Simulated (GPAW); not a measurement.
# MnO2: changing the functional

```yaml
crystal:
  lattice:
    - [2.85496, 0.00000, 0.00000]
    - [-1.42748, 2.47246, 0.00000]
    - [0.00000, 0.00000, 10.22174]
  atoms:
    - { symbol: Mn, position: [0.00000, 0.00000, 0.50000] }
    - { symbol: Mn, position: [0.00000, 0.00000, 0.00000] }
    - { symbol: O, position: [0.66667, 0.33333, 0.40686] }
    - { symbol: O, position: [0.66667, 0.33333, 0.09314] }
    - { symbol: O, position: [0.33333, 0.66667, 0.59314] }
    - { symbol: O, position: [0.33333, 0.66667, 0.90686] }
```

Measurements of this composition are mostly on another form, of space group No. 136.

Kept alike: task band structure; k mesh 7 × 7 × 2; occupations fermi-dirac, width 0.05 eV; collinear spin, ferromagnetic start. Program: GPAW, potentials by row: the program's PAW data sets (release 1.2.1) made for this functional (LDA); PAW data sets generated for this functional (PBEsol); GPAW PAW data sets (gpaw-data 1.2.1) (r2SCAN on files made for PBE), cutoff 800 eV. The mesh is that of the run's cell of 6 atoms. No spin-orbit coupling.

| run | band gap (eV) | pressure (GPa) | largest site moment (μB) |
| --- | --- | --- | --- |
| A | 0.768 | 0.43 | 2.81 |
| B | 2.011 | 1.89 | 2.91 |
| C | 0.480 | -7.20 | 2.78 |

Pressure is positive in compression; the values hold the error of the finite cutoff, so their zero can differ a little from the energy's minimum. The runs hold the magnetic state that their start led to, which needn't be the lowest. Gaps are the smaller of the mesh's and the band path's. Site moments count inside each atom's sphere or projector.

The runs differ in the functional (and the potentials named above) alone: LDA; PBEsol; r2SCAN. Which run is which?

Run A is PBEsol; run B is r2SCAN; run C is LDA. The band gap runs from 0.480 (LDA) to 2.011 eV (r2SCAN). The pressure runs from -7.20 (LDA) to 1.89 GPa (r2SCAN). The largest site moment runs from 2.78 (LDA) to 2.91 μB (r2SCAN).
